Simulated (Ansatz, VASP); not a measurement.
Two plane-wave programs on TaN

The input INCAR:

```
SYSTEM = TaN
PREC = Accurate
ENCUT = 520
EDIFF = 1E-7
ISMEAR = -1
SIGMA = 0.05
LREAL = .FALSE.
LASPH = .TRUE.
NELM = 100
ALGO = Normal
ISIF = 2
LWAVE = .FALSE.
LCHARG = .TRUE.
GGA = CA
LELF = .TRUE.
LVHAR = .TRUE.
NBANDS = 33
```

The input KPOINTS:

```
Automatic mesh
0
G
  6 6 9
  0 0 0
```

Contents of POSCAR:

```
TaN
1.0
    5.1960000000      0.0000000000      0.0000000000
   -2.5980000000      4.4998679981      0.0000000000
    0.0000000000      0.0000000000      2.9110000000
Ta N
3 3
Direct
    0.0000000000      0.0000000000      0.0000000000
    0.6666666667      0.3333333333      0.5000000000
    0.3333333333      0.6666666667      0.5000000000
    0.0000000000      0.3928500000      0.0000000000
    0.6071500000      0.6071500000      0.0000000000
    0.3928500000      0.0000000000      0.0000000000
```

File input.yaml:

```yaml
crystal:
  lattice:
    - [5.196, 0.0, 0.0]
    - [-2.598, 4.4998679981, 0.0]
    - [0.0, 0.0, 2.911]
  atoms:
    - { symbol: Ta, position: [0.0, 0.0, 0.0] }
    - { symbol: Ta, position: [0.6666666667, 0.3333333333, 0.5] }
    - { symbol: Ta, position: [0.3333333333, 0.6666666667, 0.5] }
    - { symbol: "N", position: [0.0, 0.39285, 0.0] }
    - { symbol: "N", position: [0.60715, 0.60715, 0.0] }
    - { symbol: "N", position: [0.39285, 0.0, 0.0] }
hamiltonian:
  xc: lda
  pseudopotentials: { kind: paw }
kpoints:
  mp_grid: { grid: [6, 6, 9] }
  band_path:
    path:
      - [[0.0, 0.0, 0.0], [0.5, 0.0, 0.0], [0.3333333333, 0.3333333333, 0.0], [0.0, 0.0, 0.0], [0.0, 0.0, 0.5], [0.5, 0.0, 0.5], [0.3333333333, 0.3333333333, 0.5], [0.0, 0.0, 0.5]]
      - [[0.5, 0.0, 0.5], [0.5, 0.0, 0.0]]
      - [[0.3333333333, 0.3333333333, 0.0], [0.3333333333, 0.3333333333, 0.5]]
    npoints: 14
scf:
  occupations: { method: fermi_dirac, width: 0.05 }
  n_extra_bands: 15
output:
  forces: true
  stress: true
  eigenvalues: true
  fatbands: false
```

Alike in both runs: functional LDA; k mesh 6 × 6 × 9; occupations fermi-dirac, width 0.05 eV; no spin polarisation.

```csv
,VASP,Ansatz
version,VASP 6.6.1,Ansatz 0.2.0
potentials or method,"VASP PAW LDA potentials, release 64 (Ta_pv, N)",Ansatz PAW
plane-wave cutoff (eV),520,420
valence electrons in the cell,48,54
task,single point,band structure
```

VASP gave:

```
gap on the k mesh at the Fermi level (eV)       : none
pressure (GPa)                                  : -8.3
largest component of the traceless stress (GPa) : 1.79
rms of the force components (eV/Å)              : 0.013
```

Which values does Ansatz return?

gap on the k mesh at the Fermi level (eV): none; pressure (GPa): -10.0; largest component of the traceless stress (GPa): 1.75; rms of the force components (eV/Å): 0.021.

Atom by atom the forces differ by 0.007 eV/Å (rms over components). A gap of «none» marks a metal or a gap that the smearing closes. The two sets of potentials don't hold the same shells in valence.

Caveats: the pressure holds a Pulay correction of +0.6 GPa for the finite cutoff (Ansatz); spin-orbit coupling is left out, which moves the levels of the heavy elements (Ansatz); the PAW data sets come from PBE, with cores solved anew for the run's functional, which leaves a small shift of forces and pressure (Ansatz). Spin-orbit coupling is left out, which matters for the levels of Ta.
